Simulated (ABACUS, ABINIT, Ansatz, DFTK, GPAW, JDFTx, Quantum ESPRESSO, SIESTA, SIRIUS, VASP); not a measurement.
KF: 10 runs at one level of theory

```
CELL_PARAMETERS angstrom
0.00000 2.67185 2.67185
2.67185 0.00000 2.67185
2.67185 2.67185 0.00000
ATOMIC_POSITIONS crystal
K 0.00000 0.00000 0.00000
F 0.50000 0.50000 0.50000
```

Alike in all runs: task single point; functional PBEsol; k mesh 9 × 9 × 9; occupations fermi-dirac, width 0.05 eV; no spin polarisation; no spin-orbit coupling. Pressure is positive in compression and, in plane waves, holds the error of the finite cutoff.

```
                                                                                                          program and potentials  plane-wave cutoff (eV)                    notes  pressure (GPa)
                                                                  JDFTx, PseudoDojo-SR-PBEsol-0.4.1-standard with smoothed tails                    1143                        -           -0.79
                                                                                 ABINIT, PseudoDojo NC SR PBEsol v0.4.1 standard                    1143                        -           -0.74
                                                                     ABACUS, PseudoDojo NC SR 0.4.1 PBEsol standard, plane waves                    1143                        -           -0.74
                                                                  SIRIUS, PseudoDojo 0.4.1 PBEsol standard (scalar relativistic)                    1152                        -           -0.74
                                                                               GPAW, PAW data sets generated for this functional                     800                        -           -1.48
                                                                                               Quantum ESPRESSO, GBRV 1.5 PBEsol                     612                        -           -0.94
SIESTA, files PseudoDojo sr-pbesol-0.4.1-standard, DZP (energy shift 0.003 Ry; two zetas on semicore shells; d shell added on K)                       -             atomic basis           -1.32
                                                                                             VASP, PBE PAW files F, K_sv, 520 eV                     520  potentials made for PBE           -0.62
                                                                                  Ansatz, all-electron LAPW, scalar-relativistic                       -                        -           -0.66
                                                                              DFTK, PseudoDojo SR PBEsol 0.4.1 standard (PBEsol)                    1143                        -           -0.74
```

The pressure spans -1.48 (GPAW, PAW data sets generated for this functional) to -0.62 GPa (VASP, PBE PAW files F, K_sv, 520 eV), with all-electron results at -0.66. Rows in atomic bases carry the error of their basis and grid, which can be large.

The functional is the same throughout but for its coding, so the spread measures potentials, basis and numerics; runs on potential files found faulty are left out.
